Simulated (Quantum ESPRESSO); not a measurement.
# Pd (Fm-3m) in Quantum ESPRESSO: further runs

One crystal, Pd, is run at these levels: r2SCAN; tasks: single point, equation of state.

Program: Quantum ESPRESSO 7.5. These are calculated values, not measurements. Logs are shortened: lines on timing, memory, paths and dates and some standing lists are left out, and cuts for length are marked.

## Step 1: The structure

The structure is cubic, space group Fm-3m (No. 225). Conventional cell: a = 3.893 Å, b = 3.893 Å, c = 3.893 Å, α = 90.00°, β = 90.00°, γ = 90.00°. Around Pd (site symmetry m-3m) lie 12 Pd at 2.75 Å.

## Step 2: Single point, r2SCAN, 13.87 Å³/atom

File pw.in:

```
&CONTROL
  calculation = 'scf'
  prefix = 'pwscf'
  outdir = './tmp'
  pseudo_dir = './pseudo'
  tstress = .true.
  disk_io = 'nowf'
/
&SYSTEM
  ibrav = 0
  nat = 1
  ntyp = 1
  ecutwfc = 70
  nbnd = 15
  input_dft = 'r2scan'
  occupations = 'smearing'
  smearing = 'fd'
  degauss = 0.00367493
  nosym = .true.
  nr1 = 32
  nr2 = 32
  nr3 = 32
/
&ELECTRONS
  conv_thr = 1d-08
  electron_maxstep = 120
  mixing_beta = 0.5
/
ATOMIC_SPECIES
Pd   106.4200 Pd_ONCV_PBE-1.2.upf
CELL_PARAMETERS angstrom
   0.0000000000    1.9067643606    1.9067643606
   1.9067643606    0.0000000000    1.9067643606
   1.9067643606    1.9067643606    0.0000000000
ATOMIC_POSITIONS crystal
Pd     0.0000000000    0.0000000000    0.0000000000
K_POINTS automatic
9 9 9 0 0 0
```

Potentials or basis: SG15 PBE 1.2.

The run is started by

```sh
> OMP_NUM_THREADS=1 mpirun -n 2 pw.x -nk 2 -in pw.in > pw.out
```

pw.out:

```text
This program is part of the open-source Quantum ESPRESSO suite
     for quantum simulation of materials; please cite
         "P. Giannozzi et al., J. Phys.:Condens. Matter 21 395502 (2009);
         "P. Giannozzi et al., J. Phys.:Condens. Matter 29 465901 (2017);
         "P. Giannozzi et al., J. Chem. Phys. 152 154105 (2020);
     in publications or presentations arising from this work. More details at

     IMPORTANT: XC functional enforced from input :
     Exchange-correlation= R2SCAN
                           (   0   0   0   0   0 497 498)
     Any further DFT definition will be discarded
     Please, verify this is what you really want

     K-points division:     npool     =       2
     Subspace diagonalization in iterative solution of the eigenvalue problem:
     a serial algorithm will be used

     G-vector sticks info
     --------------------
     sticks:   dense  smooth     PW     G-vecs:    dense   smooth      PW
     Sum         499     499    163                 7391     7391    1411

     Using Slab Decomposition

     bravais-lattice index     =            0
     lattice parameter (alat)  =       5.0958  a.u.
     unit-cell volume          =      93.5659 (a.u.)^3
     number of atoms/cell      =            1
     number of atomic types    =            1
     number of electrons       =        18.00
     number of Kohn-Sham states=           15
     kinetic-energy cutoff     =      70.0000  Ry
     charge density cutoff     =     280.0000  Ry
     scf convergence threshold =      1.0E-08
     mixing beta               =       0.5000
     number of iterations used =            8  plain     mixing
     Exchange-correlation= R2SCAN
                           (   0   0   0   0   0 497 498)

     celldm(1)=   5.095783  celldm(2)=   0.000000  celldm(3)=   0.000000
     celldm(4)=   0.000000  celldm(5)=   0.000000  celldm(6)=   0.000000

     crystal axes: (cart. coord. in units of alat)
               a(1) = (   0.000000   0.707107   0.707107 )
               a(2) = (   0.707107   0.000000   0.707107 )
               a(3) = (   0.707107   0.707107   0.000000 )

     reciprocal axes: (cart. coord. in units 2 pi/alat)
               b(1) = ( -0.707107  0.707107  0.707107 )
               b(2) = (  0.707107 -0.707107  0.707107 )
               b(3) = (  0.707107  0.707107 -0.707107 )

     PseudoPot. # 1 for Pd read from file:
     Pd_ONCV_PBE-1.2.upf
     Pseudo is Norm-conserving, Zval = 18.0
     Generated using ONCVPSP code by D. R. Hamann
     Using radial grid of  602 points,  6 beta functions with:
                l(1) =   0
                l(2) =   0
                l(3) =   1
                l(4) =   1
                l(5) =   2
                l(6) =   2

     atomic species   valence    mass     pseudopotential
     Pd               18.00   106.42000     Pd( 1.00)

     No symmetry found

   Cartesian axes

     site n.     atom                  positions (alat units)
         1        Pd     tau(   1) = (   0.0000000   0.0000000   0.0000000  )

     number of k points=   365  Fermi-Dirac smearing, width (Ry)=  0.0037

     Number of k-points >= 100: set verbosity='high' to print them.

     Dense  grid:     7391 G-vectors     FFT dimensions: (  32,  32,  32)

     WARNING: libxc functional with ID  497 depends
      on external parameters: check the user_guide of
      QE if you need to modify them or to check their
      default values.

     WARNING: libxc functional with ID  498 depends
      on external parameters: check the user_guide of
      QE if you need to modify them or to check their
      default values.

     Initial potential from superposition of free atoms

     starting charge      17.9553, renormalised to      18.0000
     Starting wfcs are random

     Self-consistent Calculation

     iteration #  1     ecut=    70.00 Ry     beta= 0.50
     Davidson diagonalization with overlap
     ethr =  1.00E-02,  avg # of iterations =  7.6

     total energy              =    -253.34514775 Ry
     estimated scf accuracy    <      18.26605252 Ry

     iteration #  2     ecut=    70.00 Ry     beta= 0.50
     Davidson diagonalization with overlap
     ethr =  1.00E-02,  avg # of iterations =  1.0

     total energy              =    -253.38922392 Ry
     estimated scf accuracy    <       4.55292484 Ry

     iteration #  3     ecut=    70.00 Ry     beta= 0.50
     Davidson diagonalization with overlap
     ethr =  1.00E-02,  avg # of iterations =  1.0

     total energy              =    -253.39032949 Ry
     estimated scf accuracy    <       0.00155476 Ry

     iteration #  4     ecut=    70.00 Ry     beta= 0.50
     Davidson diagonalization with overlap
     ethr =  8.64E-06,  avg # of iterations =  3.6

     total energy              =    -253.39038355 Ry
     estimated scf accuracy    <       0.00053571 Ry

     iteration #  5     ecut=    70.00 Ry     beta= 0.50
     Davidson diagonalization with overlap
     ethr =  2.98E-06,  avg # of iterations =  1.3

     total energy              =    -253.39038900 Ry
     estimated scf accuracy    <       0.00000814 Ry

     iteration #  6     ecut=    70.00 Ry     beta= 0.50
     Davidson diagonalization with overlap
     ethr =  4.52E-08,  avg # of iterations =  1.8

     total energy              =    -253.39038958 Ry
     estimated scf accuracy    <       0.00000050 Ry

     iteration #  7     ecut=    70.00 Ry     beta= 0.50
     Davidson diagonalization with overlap
     ethr =  2.78E-09,  avg # of iterations =  1.9

     total energy              =    -253.39038962 Ry
     estimated scf accuracy    <       0.00000041 Ry

     iteration #  8     ecut=    70.00 Ry     beta= 0.50
     Davidson diagonalization with overlap
     ethr =  2.28E-09,  avg # of iterations =  1.0

     total energy              =    -253.39038962 Ry
     estimated scf accuracy    <       0.00000003 Ry

     iteration #  9     ecut=    70.00 Ry     beta= 0.50
     Davidson diagonalization with overlap
     ethr =  1.50E-10,  avg # of iterations =  1.0

     End of self-consistent calculation

     Number of k-points >= 100: set verbosity='high' to print the bands.

     the Fermi energy is    21.5119 ev

!    total energy              =    -253.39038962 Ry
     estimated scf accuracy    <          6.2E-10 Ry
     smearing contrib. (-TS)   =      -0.00116543 Ry
     internal energy E=F+TS    =    -253.38922419 Ry

     The total energy is F=E-TS. E is the sum of the following terms:
     one-electron contribution =     -69.58961189 Ry
     hartree contribution      =      47.27078610 Ry
     xc contribution           =     -24.93840793 Ry
     ewald contribution        =    -206.13199047 Ry

     convergence has been achieved in   9 iterations

     Computing stress (Cartesian axis) and pressure

          total   stress  (Ry/bohr**3)                   (kbar)     P=      149.09
   0.00101349   0.00000000   0.00000000          149.09        0.00        0.00
   0.00000000   0.00101350   0.00000000            0.00      149.09        0.00
   0.00000000   0.00000000   0.00101350            0.00        0.00      149.09

=------------------------------------------------------------------------------=
   JOB DONE.
=------------------------------------------------------------------------------=
```

Run time: 76 s. Hardware: 2 MPI ranks of Intel Xeon 6975P-C (Granite Rapids), shared host; peak memory 0.18 GiB.

What came out:

- Free energy: -3447.5519 eV
- Pressure: 14.9 GPa
- Band gap on the k mesh: none (metal or under the smearing width)

Caveat: the k mesh is coarse; the potentials were made for another functional, which shifts forces and pressure.

## Step 3: Single point, r2SCAN, 14.16 Å³/atom

pw.in: that of step 2 with these lines changed.

```diff
@@ -31,5 +31,5 @@
 CELL_PARAMETERS angstrom
-   0.0000000000    1.9067643606    1.9067643606
-   1.9067643606    0.0000000000    1.9067643606
-   1.9067643606    1.9067643606    0.0000000000
+   0.0000000000    1.9201927211    1.9201927211
+   1.9201927211    0.0000000000    1.9201927211
+   1.9201927211    1.9201927211    0.0000000000
 ATOMIC_POSITIONS crystal
```

Potentials or basis: SG15 PBE 1.2.

The run is started by

```sh
> OMP_NUM_THREADS=1 mpirun -n 2 pw.x -nk 2 -in pw.in > pw.out
```

Run time: 76 s. Hardware: 2 MPI ranks of Intel Xeon 6975P-C (Granite Rapids), shared host; peak memory 0.18 GiB.

Results (log left out):

```
Free energy            : -3447.5743 eV
Pressure               : 9.5 GPa
Band gap on the k mesh : none (metal or under the smearing width)
```

Caveat: the k mesh is coarse; the potentials were made for another functional, which shifts forces and pressure.

## Step 4: Single point, r2SCAN, 14.46 Å³/atom

pw.in: that of step 3 with these lines changed.

```diff
@@ -31,5 +31,5 @@
 CELL_PARAMETERS angstrom
-   0.0000000000    1.9201927211    1.9201927211
-   1.9201927211    0.0000000000    1.9201927211
-   1.9201927211    1.9201927211    0.0000000000
+   0.0000000000    1.9334358480    1.9334358480
+   1.9334358480    0.0000000000    1.9334358480
+   1.9334358480    1.9334358480    0.0000000000
 ATOMIC_POSITIONS crystal
```

The run is started by

```sh
> OMP_NUM_THREADS=1 mpirun -n 2 pw.x -nk 2 -in pw.in > pw.out
```

Wall time 79 s (2 MPI ranks of Intel Xeon 6975P-C (Granite Rapids), shared host); peak memory 0.2 GiB.

The run converged. Its results:

| Quantity | Value |
| --- | --- |
| Free energy | -3447.5874 eV |
| Pressure | 4.7 GPa |
| Band gap on the k mesh | none (metal or under the smearing width) |

Caveat: the k mesh is coarse; the potentials were made for another functional, which shifts forces and pressure.

## Step 5: Single point, r2SCAN, 14.75 Å³/atom

pw.in: that of step 4 with these lines changed.

```diff
@@ -31,5 +31,5 @@
 CELL_PARAMETERS angstrom
-   0.0000000000    1.9334358480    1.9334358480
-   1.9334358480    0.0000000000    1.9334358480
-   1.9334358480    1.9334358480    0.0000000000
+   0.0000000000    1.9465000000    1.9465000000
+   1.9465000000    0.0000000000    1.9465000000
+   1.9465000000    1.9465000000    0.0000000000
 ATOMIC_POSITIONS crystal
```

The run is started by

```sh
> OMP_NUM_THREADS=1 mpirun -n 2 pw.x -nk 2 -in pw.in > pw.out
```

Wall time 88 s (2 MPI ranks of Intel Xeon 6975P-C (Granite Rapids), shared host); peak memory 0.2 GiB.

Results (log left out):

```
Free energy            : -3447.5922 eV
Pressure               : 0.6 GPa
Band gap on the k mesh : none (metal or under the smearing width)
```

Caveat: the k mesh is coarse; the potentials were made for another functional, which shifts forces and pressure.

## Step 6: Single point, r2SCAN, 15.05 Å³/atom

pw.in: that of step 5 with these lines changed.

```diff
@@ -31,5 +31,5 @@
 CELL_PARAMETERS angstrom
-   0.0000000000    1.9465000000    1.9465000000
-   1.9465000000    0.0000000000    1.9465000000
-   1.9465000000    1.9465000000    0.0000000000
+   0.0000000000    1.9593911042    1.9593911042
+   1.9593911042    0.0000000000    1.9593911042
+   1.9593911042    1.9593911042    0.0000000000
 ATOMIC_POSITIONS crystal
```

Potentials or basis: SG15 PBE 1.2.

The run is started by

```sh
> OMP_NUM_THREADS=1 mpirun -n 2 pw.x -nk 2 -in pw.in > pw.out
```

Run time: 81 s. Hardware: 2 MPI ranks of Intel Xeon 6975P-C (Granite Rapids), shared host; peak memory 0.18 GiB.

The run converged. Its results:

* Free energy: -3447.5899 eV
* Pressure: -3.1 GPa
* Band gap on the k mesh: none (metal or under the smearing width)

Caveat: the k mesh is coarse; the potentials were made for another functional, which shifts forces and pressure.

## Step 7: Single point, r2SCAN, 15.34 Å³/atom

pw.in: that of step 6 with these lines changed.

```diff
@@ -31,5 +31,5 @@
 CELL_PARAMETERS angstrom
-   0.0000000000    1.9593911042    1.9593911042
-   1.9593911042    0.0000000000    1.9593911042
-   1.9593911042    1.9593911042    0.0000000000
+   0.0000000000    1.9721147795    1.9721147795
+   1.9721147795    0.0000000000    1.9721147795
+   1.9721147795    1.9721147795    0.0000000000
 ATOMIC_POSITIONS crystal
```

The run is started by

```sh
> OMP_NUM_THREADS=1 mpirun -n 2 pw.x -nk 2 -in pw.in > pw.out
```

It took 88 s on 2 MPI ranks of Intel Xeon 6975P-C (Granite Rapids), shared host; peak memory 0.2 GiB.

The run converged. Its results:

```yaml
Free_energy: -3447.5812 eV
Pressure: -6.3 GPa
Band_gap_on_the_k_mesh: none (metal or under the smearing width)
```

Caveat: the k mesh is coarse; the potentials were made for another functional, which shifts forces and pressure.

## Step 8: Single point, r2SCAN, 15.64 Å³/atom

pw.in: that of step 7 with these lines changed.

```diff
@@ -31,5 +31,5 @@
 CELL_PARAMETERS angstrom
-   0.0000000000    1.9721147795    1.9721147795
-   1.9721147795    0.0000000000    1.9721147795
-   1.9721147795    1.9721147795    0.0000000000
+   0.0000000000    1.9846763588    1.9846763588
+   1.9846763588    0.0000000000    1.9846763588
+   1.9846763588    1.9846763588    0.0000000000
 ATOMIC_POSITIONS crystal
```

The run is started by

```sh
> OMP_NUM_THREADS=1 mpirun -n 2 pw.x -nk 2 -in pw.in > pw.out
```

Wall time 94 s (2 MPI ranks of Intel Xeon 6975P-C (Granite Rapids), shared host); peak memory 0.2 GiB.

The run converged. Its results:

```yaml
Free_energy: -3447.5670 eV
Pressure: -9.1 GPa
Band_gap_on_the_k_mesh: none (metal or under the smearing width)
```

Caveat: the k mesh is coarse; the potentials were made for another functional, which shifts forces and pressure.

## Step 9: Equation of state, r2SCAN

Potentials or basis: SG15 PBE 1.2.

No new run: the results of the series are fitted here.

What came out:

* Equilibrium volume: 14.79 Å³/atom
* Bulk modulus: 192 GPa
* Pressure derivative of the bulk modulus: 5.6

Energy against volume, from the lowest point:
```csv
volume (Å³/atom),energy (meV/atom)
13.865,40.34
14.160,17.91
14.455,4.85
14.750,0.00
15.045,2.36
15.340,11.05
15.635,25.26
```

Caveat: the k mesh is coarse; the potentials were made for another functional, which shifts forces and pressure. Zero-point motion and thermal expansion aren't in these numbers.
